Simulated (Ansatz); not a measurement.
WC:

```xyz
2
Lattice="1.6403 -2.1180 0.0000 1.6403 2.1180 0.0000 0.0000 0.0000 4.3094" Properties=species:S:1:pos:R:3 pbc="T T T"
W     1.6403    0.0000    2.1547
C     0.0000    0.0000    0.0000
```

The cell was built by a generator and needn't be a form met in nature.

| Property | Result |
| --- | --- |
| Program | Ansatz 0.2.0 |
| Task | relaxation of cell and atoms |
| Functional | BLYP |
| Dispersion | D4 |
| Potentials or basis | Ansatz PAW |
| Cutoff | 420 eV (not typed: the program's choice for these potentials) |
| k mesh | 10 × 10 × 6 |
| Occupations | fermi-dirac, width 0.05 eV |
| Spin | no spin polarisation |

At the start: volume 14.97 Å³/atom.

Task: Where does the relaxation end?

Result: It ends after 20 steps and the volume is 11.88 Å³/atom (-20.6 %); space group Cmmm (No. 65, to 0.05 Å).

The path:
```tsv
step	energy change (eV)	largest force (eV/Å)	volume (Å³)
1	0.0000	0.0000	29.94
2	-0.7086	0.0000	27.65
3	-1.3983	0.0000	25.84
4	-2.1734	0.0000	25.00
5	-2.8893	0.0000	23.69
6	-3.3921	0.0000	22.47
7	-3.6914	0.0000	21.92
8	-3.7730	0.0000	22.59
9	-3.7918	0.0000	23.24
10	-3.7932	0.0000	23.23
11	-3.7933	0.0000	23.19
12	-3.7933	0.0000	23.19
13	-3.8180	0.0000	23.19
14	-3.8237	0.0000	23.47
15	-3.8244	0.0000	23.88
16	-3.8251	0.0000	23.74
17	-3.8251	0.0000	23.74
18	-3.8262	0.0000	23.74
19	-3.8262	0.0000	23.77
20	-3.8262	0.0000	23.77
```

Final structure:
```
W C
1.0
     1.46551   -2.68690    0.00000
     1.46551    2.68690    0.00000
     0.00000    0.00000    3.01766
W C
1 1
Direct
  0.50000 0.50000 0.50000
  0.00000 0.00000 0.00000
```

Caveat: the volume moved by over 15 % at a fixed basis, so the end points are rough; the plane-wave basis is chosen anew once the cell has moved, so the energies of steps on either side of that aren't comparable; pairwise dispersion overbinds metals, which lowers pressure and volume; the PAW data sets come from PBE, with cores solved anew for the run's functional, which leaves a small shift of forces and pressure.
